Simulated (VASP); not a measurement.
**MgI2: single point with LDA**

The system is MgI2.

```
Mg I
1.0
     4.07748    0.00000    0.00000
    -2.03874    3.53120    0.00000
     0.00000    0.00000    6.68856
Mg I
1 2
Direct
  0.00000 0.00000 0.00000
  0.33333 0.66667 0.75235
  0.66667 0.33333 0.24765
```

```yaml
Program: VASP 6.6.1
Task: single point
Functional: LDA
Potentials_or_basis: VASP PAW LDA potentials, release 64 (Mg, I)
Cutoff: 520 eV
k_mesh: 6 × 6 × 4
Occupations: gaussian, width 0.05 eV
Spin: no spin polarisation
Dipole_correction: no
Further_INCAR_settings: ALGO = Normal; EDIFF = 1e-06; NBANDS = 15
```

The pressure is -0.1 GPa and the largest force is 0.010 eV/Å. The band gap on the k mesh is 3.32 eV, indirect (least direct gap 3.59 eV).

Forces on the atoms (eV/Å):
```
Mg   0.000  0.000  0.000
I    0.000  0.000  0.010
I    0.000  0.000 -0.010
```

Levels at points of the mesh, in eV from the valence-band top:
| k point | band 4 | band 5 | band 6 | band 7 | band 8 | band 9 | band 10 | band 11 | band 12 | band 13 |
| --- | --- | --- | --- | --- | --- | --- | --- | --- | --- | --- |
| (0.00, 0.00, 0.00) | -0.54 | -0.54 | -0.10 | -0.10 | 0.00 | 3.59 | 4.57 | 6.62 | 6.62 | 7.31 |
| (0.50, 0.00, 0.00) | -3.10 | -2.20 | -1.57 | -1.14 | -0.53 | 3.46 | 5.11 | 5.18 | 6.76 | 8.01 |
| (0.00, 0.00, 0.50) | -1.81 | -0.41 | -0.41 | -0.25 | -0.25 | 4.66 | 4.70 | 6.39 | 6.39 | 7.64 |
| (0.50, 0.00, 0.50) | -3.60 | -1.33 | -1.26 | -0.98 | -0.86 | 3.36 | 4.89 | 5.41 | 5.77 | 7.73 |

It took 19 s on 1 thread of Intel(R) Xeon(R) 6975P-C (Granite Rapids) (shared host), peak memory 0.18 GiB.

Caveat: spin-orbit coupling is left out, which moves the levels of the heavy elements. As with any semilocal functional, this LDA gap is likely too small.
